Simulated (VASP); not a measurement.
## BN: Born charges and dielectric tensor with LDA

The system is BN.

```
B N
1.0
     2.54169    0.00000    0.00000
    -1.27085    2.20117    0.00000
     0.00000    0.00000    4.20415
B N
2 2
Cartesian
  1.2709 0.7337 4.2030
  0.0000 1.4675 2.1009
  1.2709 0.7337 2.6288
  0.0000 1.4675 0.5267
```

Measurements of this composition are mostly on another form, of space group No. 194.

- Program: VASP 6.6.1
- Task: Born charges and dielectric tensor
- Functional: LDA
- Potentials or basis: VASP PAW LDA potentials, release 64 (B, N)
- Cutoff: 600 eV
- k mesh: 12 × 12 × 6
- Occupations: gaussian, width 0.02 eV
- Spin: no spin polarisation
- Further INCAR settings: ALGO = Normal; EDIFF = 1e-08; IBRION = 8; NSW = 1

```yaml
Band_gap_on_the_k_mesh: 4.94 eV, indirect (least direct gap 8.18 eV)
Electronic_dielectric_tensor_diagonal: 4.54, 4.54, 4.70
Born_charges_mean_of_the_diagonal: B +1.85; N -1.85 e
Highest_phonon_frequency_at_Γ_LO-TO_splitting_left_out: 1121 cm⁻¹
```

Levels at points of the mesh, in eV from the valence-band top:
```csv
k point,band 4,band 5,band 6,band 7,band 8,band 9,band 10,band 11,band 12
"(0.00, 0.00, 0.00)",-2.14,-2.14,-0.28,0.00,0.00,8.25,8.25,8.52,9.66
"(0.50, 0.00, 0.00)",-7.80,-6.93,-5.03,-4.49,-2.13,6.63,7.82,10.49,11.46
"(0.50, 0.50, 0.00)",-7.80,-6.93,-5.03,-4.49,-2.13,6.63,7.82,10.49,11.46
"(0.00, 0.00, 0.50)",-5.72,-1.19,-1.19,-1.19,-1.19,9.50,9.50,9.82,9.82
"(0.50, 0.00, 0.50)",-10.06,-3.80,-3.80,-3.60,-3.60,6.50,6.50,10.00,10.00
"(0.50, 0.50, 0.50)",-10.06,-3.80,-3.80,-3.60,-3.60,6.50,6.50,10.00,10.00
```

Phonon frequencies in cm⁻¹ (negative: imaginary):
```
              q point                                    frequencies
(0.000, 0.000, 0.000)  0 0 0 474 474 956 956 960 1023 1055 1056 1121
```

Electronic dielectric tensor:
```
4.54 0.00 0.00
0.00 4.54 0.00
0.00 0.00 4.70
```

Born effective charge tensors (e):
atom 1, B
```
1.82 0.00 0.00
0.00 1.82 0.00
0.00 0.00 1.91
```
atom 2, B
```
1.82 0.00 0.00
0.00 1.82 0.00
0.00 0.00 1.91
```
atom 3, N
```
-1.82  0.00  0.00
 0.00 -1.82  0.00
 0.00  0.00 -1.91
```
atom 4, N
```
-1.82  0.00  0.00
 0.00 -1.82  0.00
 0.00  0.00 -1.91
```

Wall time 7.5 min on 1 thread of Intel(R) Xeon(R) 6975P-C (Granite Rapids), on a shared host, peak memory 0.57 GiB.

A k mesh can miss the band edges.
